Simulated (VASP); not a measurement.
ZnSnN2, 8 atoms in the cell. It takes space group I-42d (No. 122, tetragonal). Conventional cell: a = 4.800 Å, b = 4.800 Å, c = 9.500 Å, α = 90.00°, β = 90.00°, γ = 90.00°. Zn (site symmetry -4) has 4 N at 2.13 Å as nearest neighbours. Around Sn (site symmetry -4) lie 4 N at 2.02 Å. N (site symmetry 2) is surrounded by 2 Sn at 2.02 Å and 2 Zn at 2.13 Å. The cell was built by a generator and needn't be a form met in nature.

- Program: VASP 6.6.1
- Task: relaxation of cell and atoms
- Functional: PBE
- Potentials or basis: VASP PAW PBE potentials, release 64 (Zn, Sn_d, N)
- Cutoff: 520 eV
- k mesh: 4 × 4 × 4
- Occupations: gaussian, width 0.15 eV
- Spin: no spin polarisation
- Further INCAR settings: PREC = Normal; ALGO = Fast; EDIFF = 0.0001; IBRION = 2; EDIFFG = -0.08; NSW = 24; ISIF = 3

Potentials or basis: VASP PAW PBE potentials, release 64 (Zn, Sn_d, N).

The run is started by

```sh
$ cat potpaw_PBE.64/Zn/POTCAR potpaw_PBE.64/Sn_d/POTCAR potpaw_PBE.64/N/POTCAR > POTCAR
$ mpirun -np 2 vasp_std > vasp.out
```

Hardware: 2 MPI ranks on Intel(R) Xeon(R) 6975P-C (Granite Rapids), with other jobs on the host.

How long does it take, and how much memory?

It took 54 s on 2 MPI ranks on Intel(R) Xeon(R) 6975P-C (Granite Rapids), with other jobs on the host, peak memory 0.23 GiB a rank. Counts: scf iterations 48, k points 13, ion steps 6.
